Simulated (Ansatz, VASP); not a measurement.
**Li2O: VASP beside Ansatz**

```
CELL_PARAMETERS angstrom
0.00000 2.31303 2.31303
2.31303 0.00000 2.31303
2.31303 2.31303 0.00000
ATOMIC_POSITIONS crystal
Li 0.25000 0.25000 0.25000
Li 0.75000 0.75000 0.75000
O 0.00000 0.00000 0.00000
```

Alike in both runs: task relaxation of cell and atoms; functional PBE; dispersion D3(BJ); k mesh 8 × 8 × 8; occupations gaussian, width 0.02 eV; no spin polarisation.

|  | VASP | Ansatz |
| --- | --- | --- |
| version | VASP 6.6.1 | Ansatz 0.2.0 |
| potentials or method | VASP PAW PBE potentials, release 64 (Li_sv, O) | scalar-relativistic, plane waves, PAW |
| plane-wave cutoff (eV) | 600 | 420 |
| valence electrons in the cell | 12 | 12 |

|  | VASP | Ansatz | Ansatz less VASP |
| --- | --- | --- | --- |
| gap on the k mesh at the Fermi level, each at its own relaxed structure (eV) | 5.10 | 5.11 | +0.012 |
| relaxed volume (Å³/atom) | 7.70 | 7.72 | +0.022 |
| relaxed cell length with the largest relative difference (Å) | 3.196 | 3.199 | +0.0030 |
| energy change over the relaxation (meV/atom) | -10 | -9 | +1.2 |

Caveats: the cutoff is under 1.25 times the usual one of these potentials, so pressure, stress and relaxed cells hold a basis-set (Pulay) error (VASP). As with any semilocal functional, this PBE gap is likely too small. A k mesh can miss the band edges.
